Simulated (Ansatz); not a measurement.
Runs of Ansatz 0.2.0 on PbS (Galena). Symmetry: Fm-3m, No. 225, cubic system. The conventional cell has a = 5.931 Å, b = 5.931 Å, c = 5.931 Å, α = 90.00°, β = 90.00°, γ = 90.00°. Around Pb (site symmetry m-3m) lie 6 S at 2.97 Å. S (site symmetry m-3m) has 6 Pb at 2.97 Å as nearest neighbours. 

| task | level | cell | cutoff (eV) | smearing | gap on the mesh (eV) | pressure (GPa) | relaxed volume (Å³/atom) |
| --- | --- | --- | --- | --- | --- | --- | --- |
| relaxation of cell and atoms | BLYP+D3(BJ) | relaxed | - | fermi-dirac 0.05 eV | 0.55 | 0.0 | 26.55 |
| relaxation of cell and atoms | BLYP+D4 | relaxed | - | fermi-dirac 0.05 eV | (c) | 0.0 | (a) |
| band structure | PBEsol | as given | 178 | gaussian 0.05 eV | 0.25 | -0.8 | - |
| relaxation of cell and atoms | PBEsol | relaxed | - | fermi-dirac 0.05 eV | - | 0.0 | (b) |
| relaxation of cell and atoms | PBEsol+D3(BJ) | relaxed | - | fermi-dirac 0.05 eV | - | 0.0 | 24.78 |

Alike in all rows: potentials or basis all-electron LAPW, scalar-relativistic; no spin polarisation; k mesh 8 × 8 × 8; basis error allowed 0.001 eV/atom.

Q: Fill in the values left out.

A: (a) 28.76; (b) 25.71; (c) 0.77.

Caveats: spin-orbit coupling is left out, which as a rule narrows the gap of such compounds by several tenths of an eV (some runs); the volume moved by +10 % from the deposited cell, more than functionals usually miss (some runs).

A k mesh can miss the band edges, and the runs leave out spin-orbit coupling on Pb.

Runs at the PBE level aren't shown here.
